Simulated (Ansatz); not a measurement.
## Thermal properties of CaO from its phonons

The calculation used DFT PBE, scalar-relativistic, plane waves, PAW in Ansatz 0.2.0. Cutoff 420 eV, 8×8×8 k-points (Γ-centred), fixed occupations. No spin polarisation. Phonons by linear response, acoustic sum rule imposed.

Relaxed structure:
```yaml
crystal:
  lattice:
    - [0.00000, 2.41547, 2.41547]
    - [2.41547, 0.00000, 2.41547]
    - [2.41547, 2.41547, 0.00000]
  atoms:
    - { symbol: Ca, position: [0.50000, 0.50000, 0.50000] }
    - { symbol: O, position: [0.00000, 0.00000, 0.00000] }
```

The cell has the rock salt type, in a space group that the Crystallography Open Database lists for this formula; it was reached from a generator's guess.

Force constants from linear response on a 4×4×4 q mesh, interpolated to a fine mesh.

(1) What is the zero-point energy per atom?

(2) How large are the vibrational entropy and heat capacity at 300 K?

(3) Tabulate them against temperature.

Answers

(1) 51.6 meV.

(2) S = 2.55 k_B and C_V = 2.57 k_B per atom, 86 % of the Dulong–Petit value.

(3)
```tsv
T (K)	F_vib (meV/atom)	S (k_B/atom)	C_V (k_B/atom)
100	50.6	0.46	1.05
200	41.8	1.59	2.16
300	23.8	2.55	2.57
400	-1.7	3.32	2.74
500	-33.0	3.94	2.83
600	-69.3	4.46	2.88
700	-109.7	4.91	2.91
800	-153.7	5.30	2.93
900	-200.9	5.65	2.95
1000	-250.9	5.96	2.96
```
